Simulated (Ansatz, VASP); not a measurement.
## Be in VASP and in Ansatz

```xyz
2
Lattice="2.2574 0.0000 0.0000 -1.1287 1.9550 0.0000 0.0000 0.0000 3.5523" Properties=species:S:1:pos:R:3 pbc="T T T"
Be    1.1287    0.6517    2.6642
Be    0.0000    1.3033    0.8881
```

Change from the starting cell: the structure that the rattled trigonal selenium type (P3_121, No. 152) fell into.

Alike in both runs: functional PBEsol; k mesh 27 × 27 × 16; occupations gaussian, width 0.1 eV; no spin polarisation.

Ansatz relaxed the structure, and its values are those at the end. VASP's run is a single point on that final structure, the one shown.

|  | VASP | Ansatz |
| --- | --- | --- |
| version | VASP 6.6.1 | Ansatz 0.2.0 |
| potentials or method | VASP PAW PBE potentials, release 64 (Be) | scalar-relativistic, plane waves, PAW |
| plane-wave cutoff (eV) | 520 | 420 |
| valence electrons in the cell | 4 | 4 |

VASP gave:

| Item | Value |
| --- | --- |
| gap on the k mesh at the Fermi level (eV) | none |
| pressure (GPa) | 0.4 |

Question: Estimate Ansatz's values.

Answer: gap on the k mesh at the Fermi level (eV): none; pressure (GPa): 0.0.

A gap of «none» marks a metal or a gap that the smearing closes. With one functional, cell and mesh, what is left measures potentials, basis and numerics.

Caveats: the PAW data sets were made with another functional, which shifts forces and pressure a little (VASP).
